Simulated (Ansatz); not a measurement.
# Two states of GdMn

```yaml
crystal:
  lattice:
    - [4.20747, 0.00000, 0.00000]
    - [-2.10373, 3.64377, 0.00000]
    - [0.00000, 0.00000, 5.98830]
  atoms:
    - { symbol: Mn, position: [0.00000, 0.00000, 0.00000] }
    - { symbol: Mn, position: [0.00000, 0.00000, 0.50000] }
    - { symbol: Gd, position: [0.33333, 0.66667, 0.25000] }
    - { symbol: Gd, position: [0.66667, 0.33333, 0.75000] }
```

Level: PBE; 420 eV; 5×5×3 (shifted by 0, 0, 0.5 steps) mesh; gaussian occupations (width 0.1238 eV); Ansatz 0.2.0, fixed geometry.

State A: Mn1 up, Mn2 down, Gd3 up, Gd4 down (collinear spin). State B: Mn1 down, Mn2 down, Gd3 up, Gd4 up (collinear spin).

Question: Which state is lower, and how do they differ?

Answer: State B is lower by 128.2 meV an atom at zero smearing; in free energy at this smearing B lies -125.8 meV an atom from A.

```json
{"state": "A", "free energy (meV/atom)": "125.8", "largest moment in a small sphere (μB)": "6.97", "net moment (μB/cell)": "0.00", "gap on mesh (eV)": "metal", "pressure (GPa)": "2.9", "largest force (eV/Å)": "0.06"}
{"state": "B", "free energy (meV/atom)": "0.0", "largest moment in a small sphere (μB)": "7.12", "net moment (μB/cell)": "8.81", "gap on mesh (eV)": "metal", "pressure (GPa)": "2.2", "largest force (eV/Å)": "0.00"}
```

Origin: a known structure type with other elements, at an estimated volume, so it need not be a known compound. Caveats: the k mesh is coarse if the cell is a metal; f shells without a U or exact exchange are poorly placed.
